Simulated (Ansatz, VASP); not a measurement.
**WSe4 in VASP and in Ansatz**

```
CELL_PARAMETERS angstrom
4.90667 0.00000 0.00000
0.00000 4.90667 0.00000
0.00000 0.00000 4.90667
ATOMIC_POSITIONS crystal
W 0.00000 0.00000 0.00000
Se 0.50000 0.00000 0.00000
Se 0.00000 0.50000 0.00000
Se 0.00000 0.00000 0.50000
Se 0.50000 0.50000 0.50000
```

Change from the starting cell: species swapped into the Co4N type (Pm-3m, No. 221).

Alike in both runs: functional PBE; k mesh 8 × 8 × 8; occupations gaussian, width 0.1 eV; no spin polarisation.

Ansatz relaxed the structure, and its values are those at the end. VASP's run is a single point on that final structure, the one shown.

|  | VASP | Ansatz |
| --- | --- | --- |
| version | VASP 6.6.1 | Ansatz 0.2.0 |
| potentials or method | VASP PAW PBE potentials, release 64 (W_sv, Se) | scalar-relativistic, plane waves, PAW |
| plane-wave cutoff (eV) | 520 | 420 |
| valence electrons in the cell | 38 | 78 |

```csv
,VASP,Ansatz,Ansatz less VASP
gap on the k mesh at the Fermi level (eV),none,none,-
pressure (GPa),0.1,0.0,-0.13
```

A gap of «none» marks a metal or a gap that the smearing closes. The two sets of potentials don't hold the same shells in valence.

The runs have no spin-orbit coupling, so splittings on W are missing.
